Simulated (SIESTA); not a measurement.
## Bi: equation of state with PBE

Bi:

```
Bi
1.0
    -1.98143    1.98143    1.98143
     1.98143   -1.98143    1.98143
     1.98143    1.98143   -1.98143
Bi
1
Cartesian
  0.0000 0.0000 0.0000
```

This isn't the form of Bi at room conditions, which is rhombohedral.

```json
{
  "Program": "SIESTA 5.4.2",
  "Task": "equation of state",
  "Functional": "PBE",
  "Potentials or basis": "SG15 1.2 (PBE files) or PseudoDojo by element",
  "Basis": "DZP (energy shift 0.002 Ry)",
  "Grid cutoff": "500 Ry",
  "Energy shift": "0.002 Ry",
  "k mesh": "9 × 9 × 9",
  "Occupations": "fermi-dirac, width 0.05 eV",
  "Spin": "no spin polarisation"
}
```

```
Equilibrium volume                      : 32.23 Å³/atom
Bulk modulus                            : 50 GPa
Pressure derivative of the bulk modulus : 5.1
```

Energy against volume, from the lowest point:
```csv
volume (Å³/atom),energy (meV/atom)
29.250,52.21
29.872,31.29
30.495,16.19
31.117,6.37
31.739,1.13
32.362,0.00
32.984,2.59
```

All runs of the series together: 100 s on 1 thread of Arm Neoverse V1 (shared host).

Caveat: semicore shells carry a single zeta, which can move pressures by several GPa and volumes by a few percent; the basis of atomic orbitals isn't converged, which shifts pressures, moduli and gaps.
